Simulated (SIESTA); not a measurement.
Crystal: LiH.

```xyz
2
Lattice="0.0000 2.0368 2.0368 2.0368 0.0000 2.0368 2.0368 2.0368 0.0000" Properties=species:S:1:pos:R:3 pbc="T T T"
Li    0.0000    0.0000    0.0000
H     2.0368    2.0368    2.0368
```

Base run:

- Program: SIESTA 5.4.2
- Functional: BLYP
- Potentials or basis: PseudoDojo 0.4 standard (PBE files)
- Basis: DZP (energy shift 0.003 Ry; two zetas on semicore shells)
- Grid cutoff: 800 Ry
- Energy shift: 0.003 Ry
- k mesh: 11 × 11 × 11
- Occupations: fermi-dirac, width 0.05 eV
- Spin: no spin polarisation

Its results: band gap on the k mesh 3.61 eV, direct; pressure -1.1 GPa.

Q: After a change of settings the same cell gave: band gap on the k mesh 3.30 eV, direct; pressure -0.7 GPa. Which change was it?
A. functional from BLYP to vdW-DF-cx
B. functional from BLYP to PBE
C. functional from BLYP to AM05; potentials or basis from PseudoDojo 0.4 standard (PBE files) to PseudoDojo 0.4 standard (PBEsol files)

A: A.

Caveats: the potentials were made for another functional, which shifts forces and pressure; the mesh misses the band edges, which the band path finds closer together; the basis of atomic orbitals isn't converged, which shifts pressures, moduli and gaps.
